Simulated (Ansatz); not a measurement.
# SiO2: gradients and densities at the nuclei

Aim: the electric field gradients, contact densities and, where there is spin, contact fields at the nuclei of SiO2, and how far they depend on positions and on the level of theory. The cell is a computed entry of the Materials Project. Planned: a single point, then r2SCAN, then a check of grid with dr2_threshold.

Computed with Ansatz 0.2.0 (DFT, PBE, plane-wave PAW, default files, scalar-relativistic, as far as a step names no other, unless a step's input says otherwise).

**1. The system as given**

It takes space group P-4m2 (No. 115, tetragonal). The conventional cell has a = 6.911 Å, b = 6.911 Å, c = 6.419 Å, α = 90.00°, β = 90.00°, γ = 90.00°. Si (site symmetry m) has 4 O at 1.59 to 1.62 Å as nearest neighbours. Si (site symmetry -4m2) is surrounded by 4 O at 1.61 Å. O (site symmetry m) is surrounded by 2 Si at 1.61 Å. O (site symmetry 2) has 2 Si at 1.62 Å as nearest neighbours. O (site symmetry 2mm) has 2 Si at 1.59 Å as nearest neighbours.

As a file:

```xyz
15
Lattice="6.9114 0.0000 0.0000 0.0000 6.9114 0.0000 0.0000 0.0000 6.4185" Properties=species:S:1:pos:R:3 pbc="T T T"
Si    1.8635    0.0000    0.7662
Si    0.0000    5.0479    5.6523
Si    0.0000    1.8635    5.6523
Si    5.0479    0.0000    0.7662
Si    0.0000    0.0000    3.2093
O     1.3250    0.0000    2.2877
O     0.0000    5.5864    4.1308
O     0.0000    1.3250    4.1308
O     5.5864    0.0000    2.2877
O     1.3209    1.3209    0.0000
O     1.3209    5.5905    0.0000
O     5.5905    1.3209    0.0000
O     5.5905    5.5905    0.0000
O     3.4557    0.0000    0.7734
O     0.0000    3.4557    5.6451
```

**2. Single point at the given positions**

input.yaml reads:

```yaml
crystal:
  lattice:
    - [6.91141994, 0.0, 0.0]
    - [0.0, 6.91141994, 0.0]
    - [0.0, 0.0, 6.41851438]
  atoms:
    - { symbol: Si, position: [0.26963233, 0.0, 0.11936938] }
    - { symbol: Si, position: [0.0, 0.73036767, 0.88063062] }
    - { symbol: Si, position: [0.0, 0.26963233, 0.88063062] }
    - { symbol: Si, position: [0.73036767, 0.0, 0.11936938] }
    - { symbol: Si, position: [0.0, 0.0, 0.5] }
    - { symbol: O, position: [0.19170935, 0.0, 0.35642564] }
    - { symbol: O, position: [0.0, 0.80829065, 0.64357436] }
    - { symbol: O, position: [0.0, 0.19170935, 0.64357436] }
    - { symbol: O, position: [0.80829065, 0.0, 0.35642564] }
    - { symbol: O, position: [0.19112067, 0.19112067, 0.0] }
    - { symbol: O, position: [0.19112067, 0.80887933, 0.0] }
    - { symbol: O, position: [0.80887933, 0.19112067, 0.0] }
    - { symbol: O, position: [0.80887933, 0.80887933, 0.0] }
    - { symbol: O, position: [0.5, 0.0, 0.12049956] }
    - { symbol: O, position: [0.0, 0.5, 0.87950044] }
kpoints:
  mp_grid: { grid: [4, 4, 4] }
scf:
  occupations: { method: fermi_dirac, width: 0.02 }
hamiltonian:
  xc: pbe
  pseudopotentials: { kind: paw }
output:
  forces: true
  stress: true
  populations: true
  efg: { quadrupole_moments_barn: { O: -0.02558 }, contact_densities: true }
  write_density: true
  write_potential: true
  elf: true
  volumetric_format: npy
```

Launch:

```
> ansatz run input.yaml --threads 1 --pin off --max-ram 2560MiB --backend cpu --events-out ev --progress --plain --runs-dir out
```

The log of the run:

```text
Warning: RAYON_NUM_THREADS=1 ignored (pool sized by the plan → 1); use --threads N
Engine: ansatz 0.2.0, x86_64-unknown-linux-gnu
Pseudopotentials: kind: paw
Pseudopotential: Si, paw, valence charge 4, recommended cutoff 420 eV (normal), Si.paw.azcp
Pseudopotential: O, paw, valence charge 6, recommended cutoff 420 eV (normal), O.paw.azcp
Functional definition: PBE
  parameter kappa = 0.804
  parameter beta = 0.06672455060314922
  exchange = pbe_x(kappa = kappa, mu = beta*pi^2/3)
  correlation = pbe_c(beta = beta)
Crystal: 15 atoms, lattice volume = 306.598 Å³
Basis set: ecut = 420 eV, 6017 PW (Γ), exchange–correlation on 96×96×90 points (8 copies of the dense FFT grid, shifted against one another)
Bands: 55, of which v1, the nominal top of the filled ones, is band 40 counted from 1 (39 counted from 0)
Symmetry: 8 space group operations
Space group: P-4m2 (ITA 115), of the structure as read, at distance tolerance 6.7e-5 Å
k-points: 18 of 64 (time reversal used)
Non-local potential: Si, projectors of the file, l = 0: 2, l = 1: 2, l = 2: 2
Non-local potential: O, projectors of the file, l = 0: 2, l = 1: 2, l = 2: 1
PAW form: soft (Blöchl's): semilocal exchange-correlation on the pseudo side does not see the compensation charge
PAW one-centre angular grid: Si, 110 points (default); XC on 64 Gauss nodes
PAW one-centre angular grid: O, 110 points (default); XC on 64 Gauss nodes
Initial density: superposition of atomic densities (neutral atoms: chi_scale 0, normalization atom), corrected by the library's trained network
Initial wavefunctions: pseudopotential atomic-orbital guess
Functional: x = pbe(κ = 0.804, μ = 0.2195149727645171), c = pbe(β = 0.06672455060314922)
SCF iter   1: F=—  HF=-8870.063068 eV  |F-HF|=—  |Δ(HF+E_count)|=         —  Δρ=1.99e-3  dr2=1.29e-2  ethr=1.77e-3  ⟨swp⟩=7.8  Hψ=5364  notcnv=0  defer=23
preconditioner: auto → Resta (q_TF=auto, 2.181 Å⁻¹)  ε∞=2.3  [insulator: Δε(μ)=5.661 eV  Ē_g=16.326 eV  σ=0.020 eV  W_gap=1.00  n_scr=56 (ndim 8)  ℏωp=19.0 eV  f_vac=0.429  D(μ)=0.00/eV (n_scr^D=0)  ε∞_Penn≈2.3  vacuum switching on, ρ_ref=1.9e-2 e/Å³]
SCF iter   2: F=—  HF=-8870.067256 eV  |F-HF|=—  |Δ(HF+E_count)|=   4.19e-3  Δρ=8.00e-4  dr2=1.71e-3  ethr=1.61e-5  ⟨swp⟩=3.4  Hψ=1933  notcnv=0  defer=152
SCF iter   3: F=—  HF=-8870.070401 eV  |F-HF|=—  |Δ(HF+E_count)|=   3.14e-3  Δρ=3.33e-4  dr2=4.30e-4  ethr=2.14e-6  ⟨swp⟩=3.6  Hψ=1492  notcnv=0  defer=152
SCF iter   4: F=—  HF=-8870.071148 eV  |F-HF|=—  |Δ(HF+E_count)|=   7.47e-4  Δρ=8.60e-5  dr2=2.01e-5  ethr=5.38e-7  ⟨swp⟩=4.0  Hψ=1614  notcnv=0  defer=152
SCF iter   5: F=—  HF=-8870.070941 eV  |F-HF|=—  |Δ(HF+E_count)|=   2.07e-4  Δρ=4.14e-5  dr2=3.07e-6  ethr=2.52e-8  ⟨swp⟩=2.0  Hψ=1685  notcnv=0  defer=152
SCF iter   6: F=—  HF=-8870.070941 eV  |F-HF|=—  |Δ(HF+E_count)|=   8.72e-8  Δρ=8.51e-6  dr2=1.34e-7  ethr=3.84e-9  ⟨swp⟩=2.1  Hψ=1519  notcnv=0  defer=152
SCF iter   7: F=-8870.070941 eV  HF=-8870.070941 eV  |F-HF|=6.31e-10  |Δ(HF+E_count)|=   9.71e-8  Δρ=1.14e-6  dr2=2.98e-9  ethr=1.25e-10  ⟨swp⟩=19.8  Hψ=8622  notcnv=0
SCF 1 converged in 7 iterations: F = -8870.070941 eV  dr2 = 2.98e-9
WARN: The output density's exchange-correlation potential varies sharply where the density is thin. Do not read a vacuum level from v_tot or v_xc, or from such a field of the output density. On a cell that repeats whose density bears no net charge and no dipole along the vacuum's axis use v_es (v_loc + v_h of the components); under efield.dipole_correction with no amplitude use v_es + v_field, which holds any external_charges[].barrier, or the levels of the report's work_function block, which leave it out; under a non-zero efield.amplitude the vacuum is tilted and has no level; on a cell that repeats and bears such a dipole with no correction it is tilted too, and efield.dipole_correction with no amplitude gives each side of its ramp a level where efield: is served; in a cell that repeats whose density bears a net charge (total_charge, or a fill off its count) it is curved and has none; of a slab under crystal.periodic whose density bears no net charge use v_es, which has a level on each side, short of where the two are joined; of another it falls or rises all the way out and has none; of a slab beside external_charges read slab_vacuum_level instead, which it has where they leave it neutral. The grid or the basis barely resolves most such structure, and the values can differ between equally converged runs; as a rule a tighter scf.convergence.dr2_threshold does not remove it. Where the density itself ripples (under the LDA too) a higher basis.ecutwfc lessens it. The files hold the spikes' plane waves up to the density's cutoff. Files: v_tot_of_output_density and the like, and their columns of v_z.tsv (output.write_potential); v_xc_of_output_density and the like, and their columns of v_comp_z.tsv (output.write_potential_components). Measured: with its Gaussian average of σ = 0.25 Å subtracted twice, the exchange-correlation potential is over 0.1 eV at 2721 of the grid points where the equally averaged density (valence and model cores) is under 1e-3 e/Å³, and 2.10 eV at the most among them, at an averaged density of 3.7e-4 e/Å³. The input density's (outcome.potential() and, of a run that writes arrays, v_tot and v_xc) is over 0.1 eV, so measured, at 2725 points of its own thin density, 2.11 eV at the most. See output.write_potential in the manual, Limitations
SCF converged after 7 iterations
Free energy (F): -8870.070941 eV
Harris-Foulkes:  -8870.070941 eV  (|F-HF|=6.31e-10)
Internal energy: -8870.070941 eV  (E = F + TS)
E sigma→0 (E₀):  -8870.070941 eV
Fermi energy:    1.559042 eV
--- Per-component energies (eV) ---
  E_band       = -663.974461
  E_kinetic    = 2015.135092
  E_local      = -8808.472366  (includes V_loc(G=0)·N_el)
  E_nonlocal   = 601.650062
  E_hartree    = 3548.597079
  E_xc         = -1021.541866
  E_vxc        = -1185.731456  (∫ρ·V_xc dr)
  E_paw        = -4156.976445  (= ΣΔE_a)
  E_vpaw       = -383.777152  (= ΣTr[D̂ρ^β])
  E_aug_tail   = 0.026107  (compensation charges beyond the density's cutoff)
  E_ewald      = -1048.488605
  E_smearing   = -0.000000  (= −TS)
  E_closure    = 0.000000  (closes the sum)
  Σ components = -8870.070941   (vs F -8870.070941, Δ=0.00e0)
--- Forces (eV/Å), atoms counted from 1 ---
  atom   1  Si    -0.14764633     0.00000000    -0.03872775
  atom   2  Si     0.00000000     0.14764633     0.03872775
  atom   3  Si    -0.00000000    -0.14764633     0.03872775
  atom   4  Si     0.14764633    -0.00000000    -0.03872775
  atom   5  Si     0.00000000     0.00000000     0.00000000
  atom   6  O      0.29016231     0.00000000     0.21640007
  atom   7  O      0.00000000    -0.29016231    -0.21640007
  atom   8  O      0.00000000     0.29016231    -0.21640007
  atom   9  O     -0.29016231     0.00000000     0.21640007
  atom  10  O      0.29158741     0.29158741     0.00000000
  atom  11  O      0.29158741    -0.29158741    -0.00000000
  atom  12  O     -0.29158741     0.29158741     0.00000000
  atom  13  O     -0.29158741    -0.29158741     0.00000000
  atom  14  O     -0.00000000     0.00000000     0.01362539
  atom  15  O      0.00000000     0.00000000    -0.01362539
  max |Σ_I F_I| component: 5.55e-17 eV/Å
--- Stress (GPa, compression-positive) ---
        3.097825       0.000000       0.000000
        0.000000       3.097825       0.000000
        0.000000       0.000000       3.073177
  P = ⅓ Tr σ = 3.0896 GPa (30.896 kbar)
--- PAW observables at the nuclei: V_zz in 10²¹ V/m², potentials from the cell's mean, atoms counted from 1 ---
  atom   1  Si V_zz =    +0.681345   η = 0.9922   by run symmetry: allowed
            electrostatic potential = -1350.682800 V   contact ρ = 12801.015603 e/Å³
  atom   2  Si V_zz =    +0.681345   η = 0.9922   by run symmetry: allowed
            electrostatic potential = -1350.682800 V   contact ρ = 12801.015603 e/Å³
  atom   3  Si V_zz =    +0.681345   η = 0.9922   by run symmetry: allowed
            electrostatic potential = -1350.682800 V   contact ρ = 12801.015603 e/Å³
  atom   4  Si V_zz =    +0.681345   η = 0.9922   by run symmetry: allowed
            electrostatic potential = -1350.682800 V   contact ρ = 12801.015603 e/Å³
  atom   5  Si V_zz =    -1.123740   η = 0.0000   by run symmetry: allowed
            electrostatic potential = -1350.743757 V   contact ρ = 12801.172325 e/Å³
  atom   6  O  V_zz =    +9.324086   η = 0.2046   by run symmetry: allowed   C_q = -5.7671 MHz
            electrostatic potential = -615.092401 V   contact ρ = 2153.584588 e/Å³
  atom   7  O  V_zz =    +9.324086   η = 0.2046   by run symmetry: allowed   C_q = -5.7671 MHz
            electrostatic potential = -615.092401 V   contact ρ = 2153.584588 e/Å³
  atom   8  O  V_zz =    +9.324086   η = 0.2046   by run symmetry: allowed   C_q = -5.7671 MHz
            electrostatic potential = -615.092401 V   contact ρ = 2153.584588 e/Å³
  atom   9  O  V_zz =    +9.324086   η = 0.2046   by run symmetry: allowed   C_q = -5.7671 MHz
            electrostatic potential = -615.092401 V   contact ρ = 2153.584588 e/Å³
  atom  10  O  V_zz =    +9.109141   η = 0.2629   by run symmetry: allowed   C_q = -5.6342 MHz
            electrostatic potential = -615.096360 V   contact ρ = 2153.851566 e/Å³
  atom  11  O  V_zz =    +9.109141   η = 0.2629   by run symmetry: allowed   C_q = -5.6342 MHz
            electrostatic potential = -615.096360 V   contact ρ = 2153.851566 e/Å³
  atom  12  O  V_zz =    +9.109141   η = 0.2629   by run symmetry: allowed   C_q = -5.6342 MHz
            electrostatic potential = -615.096360 V   contact ρ = 2153.851566 e/Å³
  atom  13  O  V_zz =    +9.109141   η = 0.2629   by run symmetry: allowed   C_q = -5.6342 MHz
            electrostatic potential = -615.096360 V   contact ρ = 2153.851566 e/Å³
  atom  14  O  V_zz =   +10.380867   η = 0.0200   by run symmetry: allowed   C_q = -6.4208 MHz
            electrostatic potential = -614.905529 V   contact ρ = 2152.370528 e/Å³
  atom  15  O  V_zz =   +10.380867   η = 0.0200   by run symmetry: allowed   C_q = -6.4208 MHz
            electrostatic potential = -614.905529 V   contact ρ = 2152.370528 e/Å³
--- Band table (eV; the first three rows and the last of 18) ---
  k-point 0: bands = ["-20.8319", "-19.7649", "-19.6232", "-19.5821", "-19.5821", "-18.9058", "-18.8229", "-18.6749", "-18.6749", "-18.6327", "-9.6426", "-9.6426", "-9.2297", "-8.7453", "-6.7594", "-6.7594", "-6.5771", "-6.5725", "-6.5623", "-6.5623", "-5.3346", "-4.9027", "-3.9044", "-3.9044", "-3.7794", "-3.4737", "-3.3824", "-3.3824", "-3.2847", "-2.9292", "-2.9149", "-2.8816", "-2.8816", "-2.4856", "-2.4856", "-2.3512", "-2.1833", "-2.0103", "-2.0103", "-1.3136", "4.3482", "7.2171", "7.3713", "7.6658", "7.7345", "7.9641", "7.9641", "8.2593", "8.2632", "8.3735", "8.7381", "8.7563", "8.7563", "9.2555", "9.2555"]
  k-point 1: bands = ["-20.7600", "-20.0502", "-19.5783", "-19.5783", "-19.4369", "-18.9200", "-18.7697", "-18.6803", "-18.6803", "-18.6326", "-9.6225", "-9.6225", "-9.6183", "-8.2427", "-6.7469", "-6.7469", "-6.6429", "-6.5933", "-6.5885", "-6.5885", "-5.3827", "-4.7748", "-3.9989", "-3.9989", "-3.7897", "-3.5359", "-3.4560", "-3.3861", "-3.3861", "-2.9665", "-2.8634", "-2.8634", "-2.6753", "-2.5311", "-2.5311", "-2.3199", "-2.1823", "-1.8538", "-1.8538", "-1.5213", "4.6959", "6.7260", "7.3687", "7.6782", "7.7565", "7.9777", "7.9777", "8.0111", "8.4291", "8.4929", "8.4929", "8.5871", "9.1100", "9.1318", "9.1318"]
  k-point 2: bands = ["-20.6457", "-20.2696", "-19.5745", "-19.5745", "-19.3607", "-18.9277", "-18.7213", "-18.6858", "-18.6858", "-18.6325", "-9.8308", "-9.6021", "-9.6021", "-7.8840", "-6.7431", "-6.7291", "-6.7291", "-6.6209", "-6.6209", "-6.6091", "-5.4171", "-4.6368", "-4.0850", "-4.0850", "-3.8172", "-3.6310", "-3.5759", "-3.3886", "-3.3886", "-3.0166", "-2.8458", "-2.8458", "-2.5636", "-2.5636", "-2.3075", "-2.2947", "-2.1713", "-1.8753", "-1.7194", "-1.7194", "5.4336", "5.7861", "7.3258", "7.7014", "7.8727", "7.8727", "7.9835", "8.2035", "8.4896", "8.6271", "8.6271", "8.6304", "8.7716", "8.7716", "9.1709"]
  k-point 17: bands = ["-20.2319", "-20.1454", "-20.1454", "-20.1232", "-18.8195", "-18.8195", "-18.7134", "-18.6903", "-18.6903", "-18.6461", "-11.0035", "-8.6091", "-8.2512", "-8.0575", "-8.0575", "-6.9565", "-6.7980", "-6.7980", "-6.2979", "-6.1263", "-5.2107", "-4.4291", "-4.2663", "-4.2663", "-3.9061", "-3.6473", "-3.5948", "-3.4066", "-3.4066", "-3.1381", "-3.1381", "-2.9165", "-2.8462", "-2.5771", "-2.5771", "-2.3327", "-1.8087", "-1.5779", "-1.4774", "-1.4774", "6.8103", "6.8103", "6.9792", "7.0475", "7.1945", "7.2105", "7.2105", "7.4469", "7.8716", "8.2982", "8.2982", "8.6448", "8.7011", "9.9737", "10.2900"]
--- Löwdin populations: 15 sites ---
  site symbol       q [e]
     0     Si      2.1867
     1     Si      2.1867
     2     Si      2.1867
     3     Si      2.1867
     4     Si      2.1869
     5      O      6.7959
     6      O      6.7959
     7      O      6.7959
     8      O      6.7959
     9      O      6.7990
    10      O      6.7990
    11      O      6.7990
    12      O      6.7990
    13      O      6.7875
    14      O      6.7875
  spilling = 0.013896 (of n_electrons = 80.000000)
```

It took 33 s on 1 thread of Intel Xeon Platinum 8259CL at 2.50GHz (Skylake/Cascade Lake), shared host; peak memory 0.67 GiB.

At the end: gap on the mesh 5.61 eV, largest force 0.412 eV/Å, pressure 3.1 GPa.

The printed gradients, by site:

| site | atoms | first shell | V_zz (10²¹ V/m²) | η | C_Q (MHz) |
| --- | --- | --- | --- | --- | --- |
| Si1 | 1, 2, 3, 4 | 4 O at 1.59–1.62 Å | 0.68 | 0.99 | – |
| Si5 | 5 | 4 O at 1.61 Å | -1.12 | 0.00 | – |
| O6 | 6, 7, 8, 9 | 2 Si at 1.61 Å, angle 144° | 9.32 | 0.20 | -5.77 (¹⁷O) |
| O10 | 10, 11, 12, 13 | 2 Si at 1.62 Å, angle 140° | 9.11 | 0.26 | -5.63 (¹⁷O) |
| O14 | 14, 15 | 2 Si at 1.59 Å, angle 179° | 10.38 | 0.02 | -6.42 (¹⁷O) |

V_zz is the principal component of the electric field gradient with the largest magnitude, η = (V_xx − V_yy)/V_zz and C_Q = eQV_zz/h. Quadrupole moments are those of Pyykkö's year-2017 table. A dash under C_Q marks elements without a common quadrupolar isotope.

Direction of the V_zz axis (Cartesian unit vector):

```csv
site,atom,x,y,z
Si5,5,0.00,0.00,1.00
O6,6,-0.61,0.00,0.79
O10,10,-0.61,0.61,-0.50
O14,14,1.00,0.00,0.00
```

Density in a lattice plane of the grid's cell (edges 6.91 and 6.42 Å, at 0.000 of the third edge), which holds Si and O.

Ten even steps from '0' (0.00 e/Å³) to '9' (7.30 e/Å³):
```
000000000000000000000000
000000000000000000000000
000000000000000000000000
000000000000000000000000
000000000000000000000000
000000000000000000000000
000000000000000000000000
000000000000000000000000
000000000000000000000000
001233100000000000133210
001488510000000001588410
001489510000000001598410
000134210000000001243100
000011100001210000111000
000000000125752100000000
000000000137973100000000
000000000024542000000000
000000000000100000000000
```
Columns run along the first of these edges and rows up along the second, over one cell in 24 and 18 even steps from the bottom left corner. Atoms in the plane (fractional): Si at (0.27, 0.12), Si at (0.73, 0.12), Si at (0.00, 0.50), O at (0.19, 0.36), O at (0.81, 0.36), O at (0.50, 0.12).

ELF in the same plane.

Ten even steps from ' ' (0.00) to '@' (0.84):
```
        ............--******--............      
                    ..::::::..                  
                                                
                                                
....                                          ..
........                                  ......
........                                  ......
    ....::::--::::..          ..::::--::::....  
==..--**##%%####++::          ::++####%%##**--..
  --%%@@@@@@@@@@##--          --##@@@@@@@@@@%%--
..**@@@@****@@@@##::          ::##@@@@****@@@@**
..++@@%%====%%@@**..  ..::..  ..**@@%%====%%@@++
..--##@@@@@@@@%%--..--**##**--..--%%@@@@@@@@##--
  ..==##@@@@%%==::==%%@@@@@@%%==::==%%@@@@##==..
    ..------::..::%%@@%%**%%@@%%::..::------..  
    ......  --::--@@@@**--**@@@@--::--  ......  
    ..::::..    ::%%@@@@%%@@@@%%::    ..::::..  
      ..::::......==%%@@@@@@%%==......::::..    
```
Columns run along the first of these edges and rows up along the second, over one cell in 24 and 18 even steps from the bottom left corner. Atoms in the plane (fractional): Si at (0.27, 0.12), Si at (0.73, 0.12), Si at (0.00, 0.50), O at (0.19, 0.36), O at (0.81, 0.36), O at (0.50, 0.12).

Both are smooth fields of the valence electrons: close to the nuclei they are not physical.

Maxima of ELF outside the ion cores: 0.86 beside O, off the lines to its neighbours, 0.6 Å from O; 0.85 on the O–Si line, 0.7 Å from O; 0.85 in the shell around O, 0.7 Å from O.

(Part 1 of 3 ends here.)
